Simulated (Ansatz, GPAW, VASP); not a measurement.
GaAs: 4 runs at one level of theory

```
As Ga
1.0
     0.00000    2.82685    2.82685
     2.82685    0.00000    2.82685
     2.82685    2.82685    0.00000
As Ga
1 1
Cartesian
  4.2403 4.2403 4.2403
  0.0000 0.0000 0.0000
```

Alike in all runs: task single point; functional PBE; k mesh 8 × 8 × 8; occupations gaussian, width 0.023 eV; no spin polarisation; no spin-orbit coupling. Pressure is positive in compression and, in plane waves, holds the error of the finite cutoff, which Ansatz's Pulay term estimates and takes out.

```tsv
program and potentials	plane-wave cutoff (eV)	notes	band gap (eV)	pressure (GPa)
Ansatz, Ansatz PAW	420	14 valence electrons an atom on average; Pulay term of +0.03 GPa included	0.52	3.27
Ansatz, all-electron LAPW, scalar-relativistic	-	-	0.52	3.27
GPAW, GPAW PAW data sets (gpaw-data 1.2.1)	600	4 valence electrons an atom on average	0.59	4.33
VASP, PBE PAW files As, Ga_d, 520 eV	520	9 valence electrons an atom on average	?	?
```

Task: Estimate from the other rows what the run with VASP, PBE PAW files As, Ga_d, 520 eV gave.

Result: Band gap 0.52 eV; pressure 3.46 GPa. The other rows, which needn't bracket it: band gap 0.52 to 0.59; pressure 3.27 to 4.33.
